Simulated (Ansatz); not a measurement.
Crystal: CuO.

```
Cu O
1.0
     2.87950    0.00000    0.00000
     0.03907    2.87928    0.00000
     0.01750    0.01724    5.17634
Cu O
2 2
Direct
  0.00000 0.50000 0.00000
  0.50000 0.00000 0.50000
  0.99842 0.00167 0.74989
  0.00158 0.99833 0.25011
```

The cell comes from a database or a generator and needn't be the stable form of this composition.

Base run:

- Program: Ansatz 0.2.0
- Functional: PBEsol
- Potentials or basis: all-electron LAPW, scalar-relativistic
- Cutoff: 413 eV (chosen from the basis error)
- Basis error allowed: 0.002 eV/atom
- k mesh: 9 × 9 × 5
- Occupations: fermi-dirac, width 0.05 eV
- Spin: no spin polarisation

Its results: pressure -2.0 GPa; largest force 0.013 eV/Å.

Question: The run is repeated on the same cell with these changes: functional from PBEsol to LDA. What comes out?

Answer: Pressure -8.3 GPa; largest force 0.015 eV/Å.

LDA binds more tightly than PBEsol, so the same cell stands under less pressure.

Caveats: the run has no spin polarisation, though such a crystal can be magnetic.
